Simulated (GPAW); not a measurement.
The system is NiO2.

```
Ni O
1.0
     2.79878    0.00000    0.00000
    -1.39939    2.42382    0.00000
     0.00000    0.00000    4.61827
Ni O
1 2
Cartesian
  0.0000 0.0000 2.3091
  0.0000 1.6159 1.3576
  1.3994 0.8079 3.2607
```

The cell comes from a database or a generator and needn't be the stable form of this composition.

Base run:

| Quantity | Value |
| --- | --- |
| Program | GPAW 26.7.0 |
| Functional | r2SCAN |
| Potentials or basis | GPAW PAW data sets (gpaw-data 1.2.1) |
| Cutoff | 800 eV |
| Basis | pw |
| k mesh | 7 × 7 × 4 |
| Occupations | fermi-dirac, width 0.05 eV |
| Spin | collinear spin, ferromagnetic start |
| Starting moments | [1.0, 0.0, 0.0] μB |

Its results: band gap on the k mesh 1.43 eV, indirect (least direct gap 1.69 eV); pressure -1.6 GPa; net moment 0.00 μB per cell; largest force 0.143 eV/Å.

Q: The run is repeated on the same cell with these changes: functional from r2SCAN to r4SCAN. What comes out?

A: Band gap on the k mesh 1.54 eV, indirect (least direct gap 1.76 eV); pressure -2.9 GPa; net moment 0.00 μB per cell; largest force 0.048 eV/Å.

Caveats: the stock nickel data set gives pressures a few GPa off other programs; the run has no moments, though such compounds are often magnetic; a magnetic state may lie lower; the PAW data sets were made with another functional, which shifts forces and pressure a little; an odd mesh through Γ misses points on the zone boundary, where band edges often lie (some runs).

Not every run made on this cell is shown here.
